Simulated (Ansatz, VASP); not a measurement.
**Hf2Si: VASP beside Ansatz**

INCAR

```
SYSTEM = Hf2Si
ALGO     = Fast           ! electronic algorithm
EDIFF    = 1E-6           ! SCF threshold, eV
ENCUT    = 520            ! plane-wave cutoff, eV
GGA      = PS             ! functional
ISIF     = 2              ! what is computed and relaxed
ISMEAR   = 0              ! smearing method
LASPH    = .TRUE.         ! aspherical terms in the spheres
LCHARG   = .FALSE.        ! write CHGCAR
LREAL    = .FALSE.        ! projectors in reciprocal space
LWAVE    = .FALSE.        ! write WAVECAR
NBANDS   = 33             ! bands
NELM     = 80             ! most SCF steps
PREC     = Accurate       ! precision mode
SIGMA    = 0.1            ! smearing width, eV
```

File KPOINTS:

```
k-points
0
G
  4 4 4
  0 0 0
```

POSCAR

```
Hf2Si
1.0
   -3.2753522240      3.2753522240      2.5828233930
    3.2753522240     -3.2753522240      2.5828233930
    3.2753522240      3.2753522240     -2.5828233930
Hf Si
4 2
Direct
    0.8435136200      0.6564863800      0.5000000000
    0.3435136200      0.8435136200      0.1870272400
    0.1564863800      0.3435136200      0.5000000000
    0.6564863800      0.1564863800      0.8129727600
    0.7500000000      0.7500000000      0.0000000000
    0.2500000000      0.2500000000      0.0000000000
```

Input for Ansatz:

```yaml
crystal:
  lattice:
    - [-3.275352224, 3.275352224, 2.582823393]
    - [3.275352224, -3.275352224, 2.582823393]
    - [3.275352224, 3.275352224, -2.582823393]
  atoms:
    - { symbol: Hf, position: [0.84351362, 0.65648638, 0.5] }
    - { symbol: Hf, position: [0.34351362, 0.84351362, 0.18702724] }
    - { symbol: Hf, position: [0.15648638, 0.34351362, 0.5] }
    - { symbol: Hf, position: [0.65648638, 0.15648638, 0.81297276] }
    - { symbol: Si, position: [0.75, 0.75, 0.0] }
    - { symbol: Si, position: [0.25, 0.25, 0.0] }
basis:
  ecutwfc: 420
kpoints:
  mp_grid: { grid: [4, 4, 4] }
hamiltonian:
  xc: pbesol
scf:
  occupations: { method: gaussian, width: 0.1 }
output:
  forces: true
  stress: true
  eigenvalues: true
```

The cell comes from a database or a generator and needn't be the stable form of this composition.

Alike in both runs: task single point; functional PBEsol; k mesh 4 × 4 × 4; occupations gaussian, width 0.1 eV; no spin polarisation.

```csv
,VASP,Ansatz
version,VASP 6.6.1,Ansatz 0.2.0
potentials or method,"VASP PAW PBE potentials, release 64 (Hf_pv, Si)","scalar-relativistic, plane waves, PAW"
plane-wave cutoff (eV),520,420
valence electrons in the cell,48,112
```

|  | VASP | Ansatz | Ansatz less VASP |
| --- | --- | --- | --- |
| gap on the k mesh at the Fermi level (eV) | none | none | - |
| pressure (GPa) | -2.7 | -2.5 | +0.20 |
| largest component of the traceless stress (GPa) | 0.99 | 0.99 | +0.007 |
| rms of the force components (eV/Å) | 0.043 | 0.048 | +0.0044 |

Atom by atom the forces differ by 0.004 eV/Å (rms over components). A gap of «none» marks a metal or a gap that the smearing closes. With one functional, cell and mesh, what is left measures potentials, basis and numerics. The two sets of potentials don't hold the same shells in valence.

Caveats: the k mesh is coarse (spacing up to 0.39 Å⁻¹), so the values aren't converged; the PAW data sets were made with another functional, which shifts forces and pressure a little (VASP). Spin-orbit coupling is left out, which matters for the levels of Hf.
